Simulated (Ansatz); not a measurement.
## Be vacancy in BeTe

Method: DFT PBEsol, scalar-relativistic, plane waves, PAW in Ansatz. Settings: 420 eV cutoff, 2×2×2 k-mesh, shifted by half a step, Gaussian smearing of 0.01 eV, collinear spin.

Host crystal, relaxed:

```cif
data_structure
_symmetry_space_group_name_H-M 'P 1'
_symmetry_Int_Tables_number 1
_cell_length_a 3.9640
_cell_length_b 3.9640
_cell_length_c 3.9640
_cell_angle_alpha 60.000
_cell_angle_beta 60.000
_cell_angle_gamma 60.000
_cell_volume 44.04
loop_
_atom_site_label
_atom_site_type_symbol
_atom_site_fract_x
_atom_site_fract_y
_atom_site_fract_z
_atom_site_occupancy
Be1 Be 0.00000 0.00000 0.00000 1
Te1 Te 0.75000 0.75000 0.75000 1
```

Supercell of 32 atoms, rows in host cell vectors: 1 1 1; 1 -3 1; 1 1 -3. Atoms relax at the host's cell, keeping the symmetry that the supercell leaves at the site. The cell is small, so energies carry finite-size errors of tenths of an eV. The host's Kohn–Sham gap is 1.84 eV. Atoms are taken from and returned to the elements' standard states. Charged cells are corrected for image charges with the computed static dielectric tensor (mean 8.6) and aligned with the host's potential at far atoms (alignment terms reach 0.12 eV; the program doubts the alignment in some charges, where it is up to 0.12 eV). No band-filling term is added, and the Fermi level counts from the host's valence band top.

Spin-orbit coupling is left out, which matters for the bands and energies of heavy elements. Starting moments were lost in some runs.

Defect: Be vacancy set at (0.000, 0.000, 0.000) of the host cell. Before relaxation its nearest neighbours are 4 Te at 2.43 Å.

| charge | E_f at the valence band top (eV) | over the neutral state (eV) | moment (μB) | largest move (Å) | atoms near the site |
| --- | --- | --- | --- | --- | --- |
| 0 | 2.46 | 0.00 | 0.50 | 0.02 | 4 Te at 2.40 Å |
| -1 | 2.46 | 0.00 | 0.50 | 0.04 | 4 Te at 2.39 Å |
| -2 | 2.97 | 0.51 | 0.00 | 0.07 | 4 Te at 2.38 Å |

Among the charges computed the stable one is 0 at the valence band top, changing to -1 at 0.00 eV, changing to -2 at 0.50 eV. In charge 0, -1 the cell has partly filled bands: a level of the defect may be part filled, the carrier may sit in the host's bands, or levels may cross between the k points, so transitions that involve it are doubtful. Without the alignment that the program doubts, the level (0/-1) would lie at -0.11 eV, outside the gap, so these runs don't decide whether the defect changes charge there. Fractional moments come from partly filled bands of the small cell.